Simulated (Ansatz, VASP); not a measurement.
## Two plane-wave programs on AgBr2

```
CELL_PARAMETERS angstrom
3.96716 0.00000 0.00000
0.00000 3.96716 0.00000
0.00000 0.00000 6.18426
ATOMIC_POSITIONS crystal
Ag 0.00000 0.00000 0.00000
Br 0.50000 0.00000 0.27053
Br 0.00000 0.50000 0.72947
```

Change from the starting cell: ordered vacancies on the cation sites of zinc blende (P-4m2, No. 115).

Alike in both runs: task relaxation of cell and atoms; functional PBE; k mesh 12 × 12 × 8; occupations gaussian, width 0.1 eV; no spin polarisation.

```csv
,VASP,Ansatz
version,VASP 6.6.1,Ansatz 0.2.0
potentials or method,"VASP PAW PBE potentials, release 64 (Ag, Br)","scalar-relativistic, plane waves, PAW"
plane-wave cutoff (eV),600,420
valence electrons in the cell,25,33
```

Ansatz gave:

* gap on the k mesh at the Fermi level, each at its own relaxed structure (eV): none
* relaxed volume (Å³/atom): 32.98
* relaxed cell length with the largest relative difference (Å): 6.258

Question: What did VASP give for the same quantities?

Answer: gap on the k mesh at the Fermi level, each at its own relaxed structure (eV): none; relaxed volume (Å³/atom): 32.59; relaxed cell length with the largest relative difference (Å): 6.197.

A gap of «none» marks a metal or a gap that the smearing closes. The two sets of potentials don't hold the same shells in valence.

Caveats: an odd number of electrons without spin polarisation forces a metal; a magnetic or distorted state may lie lower.
